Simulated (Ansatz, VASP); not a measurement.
# Cross-check of GaAs (GaAs(110)) between VASP and Ansatz, part 2 of 3

One calculation is typed for both programs; each brings its own data sets. How far apart do they land? Of the first pair: The structure shown is the end of the VASP relaxation below. Valence electrons are named where the data sets of a main pair hold unlike numbers.

VASP 6.6.1 and Ansatz 0.2.0.

So far: The starting structure; VASP: relaxation, PBE.

## (3) Ansatz: single point, PBE

Level of this step: Ansatz beside VASP: Kohn-Sham DFT, plane waves, PBE (Ansatz).

Ansatz runs on its default PAW (the set named soft_2) files.

The same cell, functional, mesh and smearing now go to Ansatz, which takes its cutoff from its data sets.

Input file input.yaml:

```yaml
crystal:
  lattice:
    - [3.95124959, 0.0, 0.0]
    - [0.0, 5.58791075, 0.0]
    - [0.0, 0.0, 32.60842401]
  atoms:
    - { symbol: Ga, position: [0.0, 0.05828665, 0.25886507] }
    - { symbol: Ga, position: [0.5, 0.47855628, 0.30503217] }
    - { symbol: Ga, position: [0.0, 0.98564939, 0.37383088] }
    - { symbol: Ga, position: [0.5, 0.48407928, 0.43556888] }
    - { symbol: Ga, position: [0.0, 0.98722179, 0.5] }
    - { symbol: Ga, position: [0.5, 0.48407928, 0.56443112] }
    - { symbol: Ga, position: [0.0, 0.98564939, 0.62616912] }
    - { symbol: Ga, position: [0.5, 0.47855628, 0.69496783] }
    - { symbol: Ga, position: [0.0, 0.05828665, 0.74113493] }
    - { symbol: As, position: [0.0, 0.73916018, 0.31024323] }
    - { symbol: As, position: [0.5, 0.27598635, 0.23625125] }
    - { symbol: As, position: [0.0, 0.74192639, 0.43686949] }
    - { symbol: As, position: [0.5, 0.24529491, 0.37117635] }
    - { symbol: As, position: [0.0, 0.74192639, 0.56313051] }
    - { symbol: As, position: [0.5, 0.24489934, 0.5] }
    - { symbol: As, position: [0.0, 0.73916018, 0.68975677] }
    - { symbol: As, position: [0.5, 0.24529491, 0.62882365] }
    - { symbol: As, position: [0.5, 0.27598635, 0.76374875] }
hamiltonian:
  xc: pbe
  pseudopotentials: { kind: paw }
kpoints:
  mp_grid: { grid: [6, 5, 1] }
scf:
  occupations: { method: gaussian, width: 0.03 }
  n_extra_bands: 8
efield:
  axis: 3
  dipole_correction: true
  ramp_width: 0.04
output:
  forces: true
  eigenvalues: true
  write_density: true
  write_potential: true
  elf: true
  volumetric_format: npy
```

On the command line:

```sh
> ansatz run input.yaml --threads 8 --pin off --max-ram 18432MiB --backend cpu --events-out ev --progress --plain --runs-dir out
```

Numbers of over 12 decimals in the logs are rounded to 6 here.

Output:

```text
scf.n_extra_bands = 8 over 126 filled bands (N_el = 252.0): the run solves 134 bands
Engine: ansatz 0.2.0, aarch64-unknown-linux-gnu
Pseudopotentials: kind: paw
Pseudopotential: Ga, paw, valence charge 13, recommended cutoff 420 eV (normal), Ga.paw.azcp
Pseudopotential: As, paw, valence charge 15, recommended cutoff 420 eV (normal), As.paw.azcp
Functional definition: PBE
  parameter kappa = 0.804
  parameter beta = 0.066725
  exchange = pbe_x(kappa = kappa, mu = beta*pi^2/3)
  correlation = pbe_c(beta = beta)
Crystal: 18 atoms, lattice volume = 719.969 Å³
Basis set: ecut = 420 eV, 14111 PW (Γ), exchange–correlation on 54×80×450 points (8 copies of the dense FFT grid, shifted against one another)
Bands: 134, of which v1, the nominal top of the filled ones, is band 126 counted from 1 (125 counted from 0)
Symmetry: 2 space group operations
k-points: 12 of 30 (time reversal used)
Non-local potential: Ga, projectors of the file, l = 0: 2, l = 1: 2, l = 2: 3, l = 3: 1
Non-local potential: As, projectors of the file, l = 0: 2, l = 1: 2, l = 2: 3, l = 3: 1
PAW form: soft (Blöchl's): semilocal exchange-correlation on the pseudo side does not see the compensation charge
PAW one-centre angular grid: Ga, 590 points (default); XC on 64 Gauss nodes
PAW one-centre angular grid: As, 590 points (default); XC on 64 Gauss nodes
Initial density: superposition of atomic densities (neutral atoms: chi_scale 0, normalization atom), corrected by the library's trained network
Initial wavefunctions: pseudopotential atomic-orbital guess
Functional: x = pbe(κ = 0.804, μ = 0.219515), c = pbe(β = 0.066725)
SCF iter   1: F=—  HF=-77756.894889 eV  |F-HF|=—  |Δ(HF+E_count)|=         —  Δρ=1.56e-3  dr2=5.52e-2  ethr=1.77e-3  p=0.000 e·Å  D=1.14e-13 V/Å  ΔV_dip=-0.00 eV  dr2_dipole=2.45e-9  V_vac-E_F(+/−)=4.23/4.23 eV  ⟨swp⟩=6.4  Hψ=6164  notcnv=0
efield: sawtooth ramp at fractional position 0.9800 (placed from the atoms, in the widest stretch of the axis that holds none; the zero of the levels goes with the place), width 0.0400; the density the first Hamiltonian is built on has a dipole p = 0.000 e·Å; the dipole correction subtracts the counter field D = 1.14e-13 V/Å, which shifts the + side's vacuum level by -0.00 eV against the − side's; the planar-averaged density in the ramp window peaks in size at 1.0e-5 e/Å³
preconditioner: auto → Resta (q_TF=auto, 2.290 Å⁻¹)  ε∞=3.0  [insulator: Δε(μ)=0.629 eV  Ē_g=12.564 eV  σ=0.030 eV  W_gap=1.00  n_scr=160 (ndim 8)  ℏωp=17.6 eV  f_vac=0.419  D(μ)=0.00/eV (n_scr^D=0)  ε∞_Penn≈3.0  vacuum switching on, ρ_ref=1.1e-2 e/Å³]
SCF iter   2: F=—  HF=-77756.881626 eV  |F-HF|=—  |Δ(HF+E_count)|=   1.33e-2  Δρ=8.78e-4  dr2=3.75e-2  ethr=2.19e-5  p=-0.000 e·Å  D=-6.21e-6 V/Å  ΔV_dip=0.00 eV  dr2_dipole=1.73e-8  V_vac-E_F(+/−)=4.38/4.38 eV  ⟨swp⟩=2.4  Hψ=3067  notcnv=0  defer=23
SCF iter   3: F=—  HF=-77756.878678 eV  |F-HF|=—  |Δ(HF+E_count)|=   2.95e-3  Δρ=5.91e-4  dr2=5.77e-3  ethr=1.49e-5  p=0.000 e·Å  D=4.50e-6 V/Å  ΔV_dip=-0.00 eV  dr2_dipole=5.76e-9  V_vac-E_F(+/−)=4.27/4.27 eV  ⟨swp⟩=2.0  Hψ=1859  notcnv=0  defer=23
SCF iter   4: F=—  HF=-77756.879374 eV  |F-HF|=—  |Δ(HF+E_count)|=   6.97e-4  Δρ=2.95e-4  dr2=1.05e-3  ethr=2.29e-6  p=-0.000 e·Å  D=-8.84e-6 V/Å  ΔV_dip=0.00 eV  dr2_dipole=2.99e-8  V_vac-E_F(+/−)=4.28/4.28 eV  ⟨swp⟩=2.0  Hψ=2475  notcnv=0  defer=23
SCF iter   5: F=—  HF=-77756.879193 eV  |F-HF|=—  |Δ(HF+E_count)|=   1.81e-4  Δρ=1.23e-4  dr2=1.18e-4  ethr=4.16e-7  p=0.000 e·Å  D=5.66e-6 V/Å  ΔV_dip=-0.00 eV  dr2_dipole=1.31e-8  V_vac-E_F(+/−)=4.28/4.28 eV  ⟨swp⟩=2.0  Hψ=2459  notcnv=0  defer=23
SCF iter   6: F=—  HF=-77756.879256 eV  |F-HF|=—  |Δ(HF+E_count)|=   6.30e-5  Δρ=5.23e-5  dr2=2.17e-5  ethr=4.68e-8  p=-0.000 e·Å  D=-4.72e-5 V/Å  ΔV_dip=0.00 eV  dr2_dipole=8.69e-7  V_vac-E_F(+/−)=4.27/4.27 eV  ⟨swp⟩=2.0  Hψ=3097  notcnv=0  defer=23
SCF iter   7: F=—  HF=-77756.879200 eV  |F-HF|=—  |Δ(HF+E_count)|=   5.59e-5  Δρ=1.88e-5  dr2=5.81e-6  ethr=8.63e-9  p=0.000 e·Å  D=5.86e-5 V/Å  ΔV_dip=-0.00 eV  dr2_dipole=1.32e-6  V_vac-E_F(+/−)=4.27/4.28 eV  ⟨swp⟩=2.0  Hψ=3120  notcnv=0  defer=23
SCF iter   8: F=—  HF=-77756.879202 eV  |F-HF|=—  |Δ(HF+E_count)|=   1.94e-6  Δρ=8.92e-6  dr2=6.17e-6  ethr=2.31e-9  p=-0.001 e·Å  D=-1.29e-4 V/Å  ΔV_dip=0.00 eV  dr2_dipole=6.35e-6  V_vac-E_F(+/−)=4.28/4.27 eV  ⟨swp⟩=2.0  Hψ=2677  notcnv=0  defer=23
SCF iter   9: F=—  HF=-77756.879202 eV  |F-HF|=—  |Δ(HF+E_count)|=   6.82e-7  Δρ=5.34e-6  dr2=2.81e-7  ethr=2.31e-9  p=0.000 e·Å  D=1.73e-5 V/Å  ΔV_dip=-0.00 eV  dr2_dipole=1.12e-7  V_vac-E_F(+/−)=4.27/4.27 eV  ⟨swp⟩=2.0  Hψ=1806  notcnv=0  defer=23
SCF iter  10: F=-77756.879202 eV  HF=-77756.879202 eV  |F-HF|=6.21e-9  |Δ(HF+E_count)|=   2.63e-7  Δρ=1.97e-6  dr2=4.05e-8  ethr=3.97e-11  p=-0.000 e·Å  D=-1.87e-6 V/Å  ΔV_dip=0.00 eV  dr2_dipole=1.23e-9  V_vac-E_F(+/−)=4.27/4.27 eV  ⟨swp⟩=14.1  Hψ=12167  notcnv=0
SCF 1 converged in 10 iterations: F = -77756.879202 eV  dr2 = 4.05e-8
  greatest PAW one-centre occupation: 0.999 electrons in one spin orbital (limit 2), on the As atom at site 17 (counted from 0), in its partial waves of l = 2
WARN: The output density's exchange-correlation potential varies sharply where the density is thin. Do not read a vacuum level from v_tot or v_xc, or from such a field of the output density. On a cell that repeats whose density bears no net charge and no dipole along the vacuum's axis use v_es (v_loc + v_h of the components); under efield.dipole_correction with no amplitude use v_es + v_field, which holds any externa [...]
SCF converged after 10 iterations
Free energy (F): -77756.879202 eV
Harris-Foulkes:  -77756.879202 eV  (|F-HF|=6.21e-9)
Internal energy: -77756.879202 eV  (E = F + TS)
E sigma→0 (E₀):  -77756.879202 eV
Fermi energy:    3.031877 eV
Dipole field:    D = 0.000023 V/Å  (p = 0.000092 e·Å, saw-weighted, corrected)
Work function:   Φ+ = 4.2729 eV   Φ− = 4.2736 eV
Levels:          The Fermi level and band energies are counted from a zero that moves with the ramp; work functions are not
--- Per-component energies (eV) ---
  E_band       = -4205.383311
  E_kinetic    = 1965.698430
  E_local      = -296858.858260  (includes V_loc(G=0)·N_el)
  E_nonlocal   = -2215.108217
  E_hartree    = 147871.687578
  E_xc         = -1332.114371
  E_vxc        = -1231.249083  (∫ρ·V_xc dr)
  E_paw        = -34414.222378  (= ΣΔE_a)
  E_vpaw       = -1609.211791  (= ΣTr[D̂ρ^β])
  E_aug_tail   = -0.000942  (compensation charges beyond the density's cutoff)
  E_efield     = 0.000000  (sawtooth field / dipole correction)
  E_vefield    = 0.000000  (∫n·V_field dr)
  E_ewald      = 107226.038959
  E_smearing   = -0.000000  (= −TS)
  E_closure    = 0.000000  (closes the sum)
  Σ components = -77756.879202   (vs F -77756.879202, Δ=0.00e0)
--- Forces (eV/Å), atoms counted from 1 ---
  atom   1  Ga     0.00000000     0.01089650     0.00819477
  atom   2  Ga     0.00000000     0.02797938     0.02644463
  atom   3  Ga     0.00000000     0.03078497    -0.00899202
  atom   4  Ga     0.00000000     0.02894916     0.00662112
  atom   5  Ga     0.00000000     0.01320316     0.00000785
  atom   6  Ga     0.00000000     0.02894919    -0.00660526
  atom   7  Ga     0.00000000     0.03078599     0.00900642
  atom   8  Ga     0.00000000     0.02798204    -0.02643274
  atom   9  Ga     0.00000000     0.01090319    -0.00819211
  atom  10  As     0.00000000    -0.00155918    -0.02016574
  atom  11  As     0.00000000    -0.03059905     0.09342166
  atom  12  As     0.00000000    -0.01870720    -0.01670887
  atom  13  As     0.00000000    -0.02937026     0.01691624
  atom  14  As     0.00000000    -0.01870702     0.01669250
  atom  15  As     0.00000000    -0.04993759    -0.00000869
  atom  16  As     0.00000000    -0.00156128     0.02015133
  atom  17  As     0.00000000    -0.02937093    -0.01693463
  atom  18  As     0.00000000    -0.03059704    -0.09342687
  max |Σ_I F_I| component: 2.40e-5 eV/Å
--- Band table (eV; the first three rows and the last of 12) ---
  k-point 0: bands = [... 122 lower, 2.2979, 2.3276, 2.5765, 2.7004, 3.3634, 3.8505, 4.1142, 4.3741, ... 4 higher]
  k-point 1: bands = [... 122 lower, 2.0864, 2.1420, 2.2757, 2.3126, 3.8225, 4.0912, 4.2968, 4.3047, ... 4 higher]
  k-point 2: bands = [... 122 lower, 1.6596, 1.7250, 1.7351, 1.7426, 3.7058, 3.8795, 4.0849, 4.3229, ... 4 higher]
  k-point 11: bands = [... 122 lower, 1.0541, 1.1947, 1.5377, 1.5548, 3.4173, 3.8522, 3.9474, 4.8546, ... 4 higher]
```

Elapsed: 55 s, on 8 threads of Arm Neoverse N1, shared host; peak memory 3.9 GiB; 7.1 min of CPU time.

Reading the cycles: dr2 is the Hartree energy of the density residual (eV), the measure of convergence; HF is the Harris–Foulkes estimate of the energy, which meets the free energy F at convergence.

## (4) Differences

Known differences besides the potentials themselves: the data sets hold 252 valence electrons in Ansatz (on its default PAW (the set named soft_2) files) and 72 in VASP; the cutoff is 420 eV in Ansatz and 320 eV in VASP (PREC = Normal, projectors in real space); VASP leaves aspherical gradient terms in its spheres out (LASPH is not set), Ansatz keeps them. Total energies have different zeros and are not compared.

Compared:

```
              quantity  Ansatz   VASP  difference
gap on the k mesh (eV)   0.663  0.696      -0.033
```

At this near-relaxed geometry the largest component of a force difference is 85 meV/Å. A gap on the mesh is an upper bound, since the band edges may lie between its points. VASP's last cycles still show a density residual of 3e-03, so its state may not be settled. With vacuum in the cell, a pressure given here is an average over mostly empty space and none of the material.

## (5) Other set-ups

Further runs change the set-up of one program: Ansatz's method, potentials or start, or VASP's data sets, cutoff or form of LDA. The table gives Ansatz less VASP for each quantity, since a change that brings one quantity closer may part another.

```csv
run,r.m.s. force difference (meV/Å),gap on the k mesh (eV)
as above,21,-0.033
norm-conserving potentials (cutoff 1143 eV),19,-0.033
```

## (6) VASP: band structure, PBE

The same path points are solved in both programs, so levels can be compared one by one.

Input file INCAR:

```
SYSTEM = GaAs
PREC = Normal
ENCUT = 320
EDIFF = 1E-06
NELM = 120
ISMEAR = 0
SIGMA = 0.03
LREAL = Auto
ALGO = Fast
GGA = PE
NBANDS = 54
LORBIT = 11
LWAVE = .FALSE.
LCHARG = .TRUE.
KPAR = 2
IDIPOL = 3
LDIPOL = .TRUE.
DIPOL = 0.5 0.5 0.5
LVHAR = .TRUE.
LVACPOTAV = .TRUE.
NEDOS = 1500
```

Input file POSCAR:

```
GaAs
1.0
    3.9512495857      0.0000000000      0.0000000000
    0.0000000000      5.5879107524      0.0000000000
    0.0000000000      0.0000000000     32.6084240140
Ga As
9 9
Direct
    0.0000000000      0.0582866496      0.2588650710
    0.5000000000      0.4785562781      0.3050321714
    0.0000000000      0.9856493879      0.3738308765
    0.5000000000      0.4840792809      0.4355688760
    0.0000000000      0.9872217928      0.5000000000
    0.5000000000      0.4840792809      0.5644311240
    0.0000000000      0.9856493879      0.6261691235
    0.5000000000      0.4785562781      0.6949678286
    0.0000000000      0.0582866496      0.7411349290
    0.0000000000      0.7391601777      0.3102432276
    0.5000000000      0.2759863515      0.2362512473
    0.0000000000      0.7419263943      0.4368694906
    0.5000000000      0.2452949114      0.3711763477
    0.0000000000      0.7419263943      0.5631305094
    0.5000000000      0.2448993444      0.5000000000
    0.0000000000      0.7391601777      0.6897567724
    0.5000000000      0.2452949114      0.6288236523
    0.5000000000      0.2759863515      0.7637487527
```

Input file KPOINTS:

```
Automatic mesh
0
Gamma
6 5 1
0 0 0
```

Input file KPOINTS_OPT:

```
Line mode
14
Line-mode
Reciprocal
  0.00000000   0.00000000   0.00000000 GAMMA
  0.50000000   0.00000000   0.00000000 X

  0.50000000   0.00000000   0.00000000 X
  0.50000000   0.50000000   0.00000000 S

  0.50000000   0.50000000   0.00000000 S
  0.00000000   0.50000000   0.00000000 Y

  0.00000000   0.50000000   0.00000000 Y
  0.00000000   0.00000000   0.00000000 GAMMA

  0.00000000   0.00000000   0.00000000 GAMMA
  0.50000000   0.50000000   0.00000000 S
```

Potentials, in the order of the species: Ga and As (PBE family, release 64).

On the command line:

```sh
> mpirun -np 4 vasp_std
```

Output:

```text
[banner, memory and clock lines left out]
running    4 mpi-ranks, on    1 nodes
[...]
LDA part: xc-table for (Slater+PW92), standard interpolation
 POSCAR, INCAR and KPOINTS ok, starting setup
[...]
entering main loop
       N       E                     dE             d eps       ncg     rms          rms(c)
DAV:   1     0.303890459179E+03    0.30389E+03   -0.18626E+04  1296   0.690E+02
DAV:   2    -0.381858335378E+02   -0.34208E+03   -0.32905E+03  1696   0.152E+02
DAV:   3    -0.732331666487E+02   -0.35047E+02   -0.34555E+02  1584   0.504E+01
DAV:   4    -0.745408793354E+02   -0.13077E+01   -0.13037E+01  1728   0.109E+01
[...]
RMM:  21    -0.726583620235E+02   -0.76910E-05   -0.34801E-07   902   0.114E-03    0.223E-04
RMM:  22    -0.726583630542E+02   -0.10308E-05   -0.63051E-08   613   0.758E-04    0.125E-04
RMM:  23    -0.726583633789E+02   -0.32461E-06   -0.26395E-08   529   0.672E-04
|                                                                             |
[...]
|     workfunction values.                                                    |
|                                                                             |

   1 F= -.72658363E+02 E0= -.72658363E+02  d E =-.103965E-11
 Start KPOINTS_OPT (optional k-point list driver)
k-point batch [1-12\70]
       N       E                     dE             ncg
DAV:   1    -0.435787951009E+03   -0.73777E+04     1304
DAV:   2    -0.440972652423E+04   -0.39739E+04     1712
DAV:   3    -0.482620439789E+04   -0.41648E+03     1584
DAV:   4    -0.484062930500E+04   -0.14425E+02     1704
[...]
DAV:   8    -0.484104496552E+04   -0.33891E-04     1648
DAV:   9    -0.484104496659E+04   -0.10743E-05     1226
DAV:  10    -0.484104496673E+04   -0.13461E-06     1088
[...]
k-point batch [61-70\70]
       N       E                     dE             ncg
DAV:   1    -0.232739724481E+03   -0.12767E+05     1080
DAV:   2    -0.351746358025E+04   -0.32847E+04     1462
DAV:   3    -0.382971742158E+04   -0.31225E+03     1312
DAV:   4    -0.383992186012E+04   -0.10204E+02     1432
[...]
DAV:   8    -0.384023505197E+04   -0.31879E-04     1472
DAV:   9    -0.384023505338E+04   -0.14070E-05     1120
DAV:  10    -0.384023505353E+04   -0.15475E-06      944
```

Parts of OUTCAR (step 6):

```text
  Total       10.1170253      6.3109099     -0.3416503      0.0000000      0.0000000      0.0000000
  in kB       22.5138457     14.0439355     -0.7602888      0.0000000      0.0000000      0.0000000
  external PRESSURE =      11.9324975 kB  Pullay stress =       0.0000000 kB

 POSITION                                       TOTAL-FORCE (eV/Angst)
 -----------------------------------------------------------------------------------
      0.00000      0.32570      8.44118         0.000000      0.000608      0.002575
      1.97562      2.67413      9.94662        -0.000000      0.008046      0.021482
      0.00000      5.50772     12.19004         0.000000      0.003856     -0.013186
      1.97562      2.70499     14.20321         0.000000      0.006647      0.015124
      0.00000      5.51651     16.30421         0.000000      0.001859      0.000000
      1.97562      2.70499     18.40521         0.000000      0.006647     -0.015124
      0.00000      5.50772     20.41839        -0.000000      0.003856      0.013186
      1.97562      2.67413     22.66181         0.000000      0.008046     -0.021482
      0.00000      0.32570     24.16724         0.000000      0.000608     -0.002575
      0.00000      4.13036     10.11654         0.000000     -0.007873     -0.009016
      1.97562      1.54219      7.70378         0.000000      0.008674      0.009556
      0.00000      4.14582     14.24563         0.000000     -0.005494     -0.017164
      1.97562      1.37069     12.10348        -0.000000     -0.001233      0.003777
      0.00000      4.14582     18.36280         0.000000     -0.005494      0.017164
[...]
-----------------------------------------------------------------------------------
    total drift:                                0.000000     -0.037416      0.000008

  FREE ENERGIE OF THE ION-ELECTRON SYSTEM (eV)
  ---------------------------------------------------
  free  energy   TOTEN  =       -72.6583633789 eV

  energy  without entropy=      -72.6583633789  energy(sigma->0) =      -72.65836338

[... 2 parts as in an earlier step ...]

[... 1 further part left out ...]
[key lines of the parts left out:]
E-fermi :  -0.2440
```

(Continued in part 3 of 3.)

[Lines on the potential files, build, host, timing and source positions are cut from VASP's logs without a mark.]

[Logs are printed without paths, hosts, clocks, repeated set-up lines and the standing remarks that a program may print on its own settings, such as how far it seeks lower states.]

[Hosts, paths, dates, database ids (printed as entryN), source tags and the programs' standing remarks are cut or masked in the printed files.]
